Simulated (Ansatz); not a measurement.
## Notes on TiPbO$_{3}$

```
CELL_PARAMETERS angstrom
3.90195 3.90195 0.00000
3.90195 -3.90195 0.00000
0.00000 0.00000 3.97994
ATOMIC_POSITIONS crystal
Pb 0.00000 0.00000 0.00000
Pb 0.50000 0.50000 0.00000
Ti 0.00000 0.50000 0.52300
Ti 0.50000 0.00000 0.52300
O 0.00000 0.50000 0.06600
O 0.50000 0.00000 0.06600
O 0.25000 0.25000 0.56700
O 0.75000 0.75000 0.56700
O 0.25000 0.75000 0.56700
O 0.75000 0.25000 0.56700
```

Level: r2SCAN, with U_eff = 6.91 eV on Ti d (all-electron-ortho-atomic projectors), collinear spin; 500 eV; 4×4×6 Γ-centred mesh; fermi-dirac occupations (width 0.0476 eV); Ansatz 0.2.0, fixed geometry.

The state carries no moments; the state need not be the lowest.

**Question.** What does the stress say?

**Answer.** The pressure is 6.8 GPa (compression positive), so with the atoms held at these fractions the cell would first expand; the forces are large, so a full relaxation may end otherwise.

**Question.** What do density and ELF say about some of the short contacts?

**Answer.** Ti–O at 1.82 Å: least valence density 1.03 e/Å³ and ELF 0.28 there. Pb–O at 2.60 Å: least valence density 0.25 e/Å³ and ELF 0.13 there, a closed-shell (ionic or weak) contact. These are pseudo-fields; inside the PAW spheres they differ from the all-electron ones.

**Question.** Which atom feels the largest force, and which way?

**Answer.** The largest is on O5 (and as large on other atoms): 0.85 eV/Å, components (0.00, 0.00, -0.85). It makes 180° with the line to a nearest neighbour, Ti3 at 1.82 Å, pointing away from it.

**Question.** Which orbitals make up the band edges?

**Answer.** Within 0.7 eV of the edges, the states project mainly on O p (77 %) and Pb s (18 %) below the gap and on Ti d (84 %) above it.

**Question.** Is there a gap, and of what kind?

**Answer.** The gap is 3.15 eV, indirect or between spins (the least direct gap found is 3.29 eV). A semilocal functional usually gives too small a gap.

**Question.** How is the charge shared?

**Answer.** Bader charges in e: Ti +2.55, Pb +1.43, O -1.33. In the mean Ti gives up most and O takes most.

Origin: a database entry at a rescaled volume. Caveats: the input typed no starting moments; no spin-orbit coupling, which can shift this gap by tenths of an eV.
